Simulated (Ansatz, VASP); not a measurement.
# Ge: VASP beside Ansatz

File INCAR:

```
SYSTEM = Ge
PREC = Accurate
ENCUT = 520
EDIFF = 1E-6
ISMEAR = -1
SIGMA = 0.02
LREAL = .False.
LASPH = .True.
NELM = 100
ALGO = Normal
ISIF = 2
LWAVE = .False.
LCHARG = .False.
GGA = PE
NBANDS = 36
```

The input KPOINTS:

```
regular mesh
0
Gamma
  12 12 4
  0 0 0
```

The input POSCAR:

```
Ge
1.0
    3.8952762615      0.0000000000      0.0000000000
   -1.9476381307      3.3734081973      0.0000000000
    0.0000000000      0.0000000000      6.5928195187
Ge
4
Direct
    0.3333333333      0.6666666667      0.0021450151
    0.6666666667      0.3333333333      0.5021450151
    0.3333333333      0.6666666667      0.3728549849
    0.6666666667      0.3333333333      0.8728549849
```

Input for Ansatz:

```yaml
crystal:
  lattice:
    - [3.8952762615, 0.0, 0.0]
    - [-1.9476381307, 3.3734081973, 0.0]
    - [0.0, 0.0, 6.5928195187]
  atoms:
    - { symbol: Ge, position: [0.3333333333, 0.6666666667, 0.0021450151] }
    - { symbol: Ge, position: [0.6666666667, 0.3333333333, 0.5021450151] }
    - { symbol: Ge, position: [0.3333333333, 0.6666666667, 0.3728549849] }
    - { symbol: Ge, position: [0.6666666667, 0.3333333333, 0.8728549849] }
kpoints:
  mp_grid: { grid: [12, 12, 4] }
  band_path:
    path:
      - [0.0, 0.0, 0.0]
      - [0.5, 0.0, 0.0]
      - [0.3333333333, 0.3333333333, 0.0]
      - [0.0, 0.0, 0.5]
      - [0.5, 0.0, 0.5]
      - [0.3333333333, 0.3333333333, 0.5]
      - [0.0, 0.0, 0.05]
      - [0.0, 0.0, 0.15]
    npoints: 1
hamiltonian:
  xc: pbe
scf:
  occupations: { method: fermi_dirac, width: 0.02 }
  n_extra_bands: 5
output:
  forces: true
  stress: true
  eigenvalues: true
```

Change from the starting cell: biaxial_xy strain -2.6%.

Alike in both runs: task single point; functional PBE; k mesh 12 × 12 × 4; occupations fermi-dirac, width 0.02 eV; no spin polarisation.

|  | VASP | Ansatz |
| --- | --- | --- |
| version | VASP 6.6.1 | Ansatz 0.2.0 |
| potentials or method | VASP PAW PBE potentials, release 64 (Ge_d) | plane waves, PAW |
| plane-wave cutoff (eV) | 520 | 420 |
| valence electrons in the cell | 56 | 56 |

```tsv
	VASP	Ansatz	Ansatz less VASP
pressure (GPa)	7.2	7.2	+0.04
largest component of the traceless stress (GPa)	2.57	2.56	-0.005
rms of the force components (eV/Å)	0.020	0.022	+0.0013
```

Atom by atom the forces differ by 0.001 eV/Å (rms over components). With one functional, cell and mesh, what is left measures potentials, basis and numerics.
